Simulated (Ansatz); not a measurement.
NbP under changes of volume

One of the cells (16.103 Å³/atom); the others are scaled copies at fixed shape and fractional positions:

```
Nb P
1.0
    -1.67492    1.67492    5.74011
     1.67492   -1.67492    5.74011
     1.67492    1.67492   -5.74011
Nb P
2 2
Direct
  0.24988 0.74988 0.50000
  0.49988 0.49988 0.00000
  0.83275 0.33275 0.50000
  0.08275 0.08275 0.00000
```

The cell is a database's computed one.

| Quantity | Value |
| --- | --- |
| Program | Ansatz 0.2.0 |
| Functional | LDA |
| Potentials or basis | all-electron LAPW, scalar-relativistic |
| Cutoff | 207 eV (chosen from the basis error) |
| Basis error allowed | 0.002 eV/atom |
| k mesh | 11 × 11 × 11 |
| Occupations | fermi-dirac, width 0.05 eV |
| Spin | no spin polarisation |

```tsv
volume (Å³/atom)	energy over the lowest point (meV/atom)	pressure (GPa)	largest force (eV/Å)
15.137	?	?	?
15.459	0.00	-1.7	0.030
15.781	7.50	-5.7	0.022
16.103	22.71	-9.3	0.015
16.425	44.81	-12.6	0.008
16.747	73.07	-15.5	0.002
17.069	106.84	-18.1	0.003
```

Problem. What does the run at 15.137 Å³/atom give?

Solution. Energy over the lowest point 1.10 meV/atom; pressure 2.9 GPa; largest force 0.039 eV/Å.

Worked out: A Birch-Murnaghan fit of order 3 (a polynomial in V^(-2/3)) to the other rows has its minimum at 15.34 Å³/atom, just outside them, with B0 = V·E''(V) = 213 GPa and B' = 4.4 at fixed shape and positions, which overstates the stiffness. It gives 1.12 meV/atom at 15.137 Å³/atom, against the run's 1.10, and -dE/dV = 2.9 GPa, against 2.9.

Energies are extrapolated to zero smearing.

The runs don't all hold the same shells in valence.
